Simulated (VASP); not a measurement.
# PbO2 (Fm-3m) in VASP: a series of runs, part 2 of 2

VASP 6.6.1.

### 5 Single point, PBEsol

Contents of INCAR:

```
ADDGRID  = F            
ALGO     = Normal         # electronic algorithm
EDIFF    = 1E-7           # SCF threshold, eV
ENCUT    = 460            # plane-wave cutoff, eV
GGA      = PS             # functional
ISIF     = 2              # what is computed and relaxed
ISMEAR   = 0              # smearing method
LASPH    = T              # aspherical terms in the spheres
LCHARG   = F              # write CHGCAR
LREAL    = F              # projectors in reciprocal space
LWAVE    = F              # write WAVECAR
NELM     = 100            # most SCF steps
PREC     = Low            # precision mode
SIGMA    = 0.05           # smearing width, eV
```

Contents of KPOINTS:

```
k-points
0
Gamma
  5 5 5
```

Contents of POSCAR:

```
PbO2
1.0
    0.0000000000      2.7019920000      2.7019920000
    2.7019920000      0.0000000000      2.7019920000
    2.7019920000      2.7019920000      0.0000000000
Pb O
1 2
Direct
    0.0000000000      0.0000000000      0.0000000000
    0.7500000000      0.7500000000      0.7500000000
    0.2500000000      0.2500000000      0.2500000000
```

Potentials or basis: VASP PAW PBE potentials, release 64 (Pb, O).

On the command line:

```sh
> cat potpaw_PBE.64/Pb/POTCAR potpaw_PBE.64/O/POTCAR > POTCAR
> mpirun -np 1 vasp_std > vasp.out
```

OUTCAR:

```text
EDIFF = 1E-7
   ENCUT = 460
   GGA = PS
   ISIF = 2
   ISMEAR = 0
   LASPH = T
   LREAL = F
   NELM = 100
   PREC = Low

 Found     10 irreducible k-points:

 Following reciprocal coordinates:
            Coordinates               Weight
  0.000000  0.000000  0.000000      1.000000
  0.200000  0.000000  0.000000      8.000000
  0.400000  0.000000  0.000000      8.000000
  0.200000  0.200000  0.000000      6.000000
  0.400000  0.200000  0.000000     24.000000
 -0.400000  0.200000  0.000000     24.000000
   k-points           NKPTS =     10   k-points in BZ     NKDIM =     10   number of bands    NBANDS=     12
   number of dos      NEDOS =    301   number of ions     NIONS =      3
   total plane-waves  NPLWV =   8000
   dimension x,y,z NGX =    20 NGY =   20 NGZ =   20
   dimension x,y,z NGXF=    24 NGYF=   24 NGZF=   24
   ions per type =               1   2
   NGX,Y,Z   is equivalent  to a cutoff of   8.70,  8.70,  8.70 a.u.
   NGXF,Y,Z  is equivalent  to a cutoff of  10.44, 10.44, 10.44 a.u.
 SYSTEM =  unknown system
   PREC   = low       normal or accurate (medium, high low for compatibility)
   ISTART =      0    job   : 0-new  1-cont  2-samecut
[... 71 lines left out ...]
      7       2.5810      2.00000
      8       2.5820      2.00000
      9       2.5820      2.00000
     10      10.5824      0.00000
     11      10.5825      0.00000
     12      10.5825      0.00000
[... 61 lines left out ...]
 k-point     6 :      -0.4000    0.2000    0.0000
  band No.  band energies     occupation
      1     -12.9035      2.00000
      2     -12.6746      2.00000
      3      -3.5925      2.00000
      4      -0.0247      2.00000
      5       0.4358      2.00000
      6       1.4335      2.00000
      7       2.7493      2.00000
      8       3.1681      2.00000
      9       6.1389      0.00000
     10      11.2334      0.00000
     11      12.6354      0.00000
     12      13.4800      0.00000

 [... further k-points ...]

------------------------ aborting loop because EDIFF is reached ----------------------------------------

  FORCE on cell =-STRESS in cart. coord.  units (eV):
  Direction    XX          YY          ZZ          XY          YZ          ZX
  --------------------------------------------------------------------------------------
  -------------------------------------------------------------------------------------
  Total       -1.8835180     -1.8835180     -1.8835180      0.0000000      0.0000000     -0.0000000
  in kB      -76.4888591    -76.4888591    -76.4888591      0.0000000      0.0000000     -0.0000000
  external PRESSURE =     -76.4888591 kB  Pullay stress =       0.0000000 kB

 VOLUME and BASIS-vectors are now :
 -----------------------------------------------------------------------------
  energy-cutoff  :      460.00
  volume of cell :       39.45
      direct lattice vectors                 reciprocal lattice vectors
     0.000000000  2.701992000  2.701992000    -0.185048660  0.185048660  0.185048660
     2.701992000  0.000000000  2.701992000     0.185048660 -0.185048660  0.185048660
     2.701992000  2.701992000  0.000000000     0.185048660  0.185048660 -0.185048660

 POSITION                                       TOTAL-FORCE (eV/Angst)
 -----------------------------------------------------------------------------------
      0.00000      0.00000      0.00000         0.000000      0.000000      0.000000
      4.05299      4.05299      4.05299         0.000000      0.000000      0.000000
      1.35100      1.35100      1.35100        -0.000000     -0.000000     -0.000000
 -----------------------------------------------------------------------------------
    total drift:                               -0.000000     -0.000000      0.000000

  FREE ENERGIE OF THE ION-ELECTRON SYSTEM (eV)
  ---------------------------------------------------
  free  energy   TOTEN  =       -17.0059929621 eV

  energy  without entropy=      -17.0047664253  energy(sigma->0) =      -17.00537969
```

stdout:

```text
POSCAR found type information on POSCAR PbO
 POSCAR found :  2 types and       3 ions
 scaLAPACK will be used
 -----------------------------------------------------------------------------
|                                                                             |
|                                                                             |
|     You enforced a specific xc type in the INCAR file but a different       |
|     I HOPE YOU KNOW WHAT YOU ARE DOING!                                     |
|                                                                             |
 -----------------------------------------------------------------------------

 LDA part: xc-table for (Slater+PW92), standard interpolation
 POSCAR, INCAR and KPOINTS ok, starting setup
 FFT: planning ... GRIDC
 FFT: planning ... GRID_SOFT
 FFT: planning ... GRID
 WAVECAR not read
 entering main loop
```

Wall time 8.2 s (1 thread of AMD EPYC 7R43 (Zen 3), shared host); peak memory 0.08 GiB.

The run converged, but some of its settings lie outside the range that counts as converged, so its numbers aren't taken as properties of the crystal.

Results:

```yaml
Free_energy: -17.0060 eV
Pressure: -7.6 GPa
Band_gap_on_the_k_mesh: none (metal or under the smearing width)
```

Caveat: the k mesh is coarse (spacing up to 0.40 Å⁻¹), so the values aren't converged; the cutoff is under 1.25 times the usual one of these potentials, so pressure, stress and relaxed cells hold a basis-set (Pulay) error; the PAW data sets were made with another functional, which shifts forces and pressure a little.
